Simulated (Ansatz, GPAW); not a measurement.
# Reading EPR parameters

A crystal has the composition M2V2O7, where M is a 3d element. A calculation (PBE+U, spin-orbit coupling in second variation, Ansatz) gives:

| Item | Value |
| --- | --- |
| S | 5/2 |
| g, averaged over the cell's ions | ⊥ 2.0015, ∥ 2.0017 |
| D, with anisotropic exchange | +0.0615 cm⁻¹ (+1.84 GHz) |
| E | +84 MHz |
| moment in its sphere | 4.16 μB |

**Question.** Which ion is it, and why?

The crystal is Mn2V2O7, space group C2/m. The spin sits on Mn, with 6 O at 2.11 to 2.31 Å round it. With the usual charges of the other elements M must be +2. The high-spin ion of that charge with S = 5/2 in this row is Mn²⁺ high-spin d⁵. Low-spin ions are left aside. The shift from the free-electron value is small, as for a half-filled shell without orbital momentum.

[Hosts, paths, dates, database ids (printed as entryN), source tags and the programs' standing remarks are cut or masked in the printed files.]
